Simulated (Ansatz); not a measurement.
A run of Ansatz 0.2.0:

Contents of input.yaml:

```yaml
crystal:
  lattice:
    - [3.3717, 0.0, 0.0]
    - [-1.68585, 2.9199778539, 0.0]
    - [0.0, 0.0, 5.3855]
  atoms:
    - { symbol: Mn, position: [0.6666666667, 0.3333333333, 0.51096], spin: 4.0 }
    - { symbol: Mn, position: [0.3333333333, 0.6666666667, 0.01096], spin: 4.0 }
    - { symbol: O, position: [0.6666666667, 0.3333333333, 0.87547] }
    - { symbol: O, position: [0.3333333333, 0.6666666667, 0.37547] }
hamiltonian:
  xc: r2scan
  pseudopotentials: { kind: paw }
  hubbard: { sites: [{ species: Mn, l: d, u_eff: 1.0 }] }
magnetization:
  spin_polarized: true
kpoints:
  mp_grid: { grid: [9, 9, 5] }
scf:
  occupations: { method: fermi_dirac, width: 0.05 }
output:
  forces: true
  stress: true
  eigenvalues: true
relax:
  f_tol: 0.01
  max_steps: 40
  cell: { stress_tol: 0.05 }
```

Potentials or basis: Ansatz PAW.

Launch:

```bash
$ ansatz run input.yaml --threads 2 --pin off --max-ram 5632MiB --backend cpu --events-out ev --progress --plain --runs-dir out
```

Hardware: 2 threads of Arm Neoverse V2 (shared host).

Task: How long does it take, and how much memory?

Result: It took 2.1 min on 2 threads of Arm Neoverse V2, with other jobs on the host, peak memory 0.62 GiB. Counts: scf iterations 83, plane waves 1411, k points 36, bands 30, ion steps 8.
